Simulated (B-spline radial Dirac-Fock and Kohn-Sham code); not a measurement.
**The Ca-like isoelectronic sequence (20 electrons), Z = 20 to 29**

Level of theory: multi-electron Dirac-Fock with separately optimised hole states, Breit and Lamb-shift corrections added in first order; a B-spline atomic structure program. Binding energies in eV, tabulated ground configurations. Correlation and solid-state effects are left out.

```csv
ion,configuration,1s,2p1/2,3p1/2,3p3/2,outermost level,NIST ionisation energy
Ca,[Ar] 4s2,4047.7,360.6,34.00,33.62,5.14 (4s),6.113155
Sc⁺,[Ar] 3d1 4s1,4508.1,423.0,47.54,47.04,12.08 (4s),12.79977
Ti²⁺,[Ar] 3d2,4994.5,490.3,63.05,62.40,25.52 (3d),27.49171
V³⁺,[Ar] 3d2,5515.6,572.3,87.20,86.34,44.53 (3d),46.709
Cr⁴⁺,[Ar] 3d2,6065.1,661.8,114.8,113.7,67.10 (3d),69.46 ± 0.04
Mn⁵⁺,[Ar] 3d2,6643.2,758.6,145.8,144.3,93.04 (3d),95.604 ± 0.025
Fe⁶⁺,[Ar] 3d2,7249.7,862.8,180.0,178.2,122.2 (3d),124.9671
Co⁷⁺,[Ar] 3d2,7884.8,974.2,217.4,215.2,154.7 (3d),157.8 ± 0.6
Ni⁸⁺,[Ar] 3d2,?,?,?,?,?,?
Cu⁹⁺,[Ar] 3d2,9241.0,1218.8,301.9,298.6,229.0 (3d),232.2 ± 0.5
```

Question: Fill in the row of Ni⁸⁺.

Answer: 1s 8548.6, 2p1/2 1092.9, 3p1/2 258.1, 3p3/2 255.3, outermost 190.2 (3d), NIST 193.2 ± 0.5 eV.

NIST's values are for the lowest levels; a dash marks a value that is missing or belongs to another shell. Their kind here: measured, semi-empirical. Where a p, d or f shell is open in either ion the computed value averages over both j values and all terms, while the table refers to the lowest levels; that difference holds spin-orbit splitting (largest in heavy or highly charged ions), term energies where several electrons share open shells, and correlation, and it can reach 10 % or more.
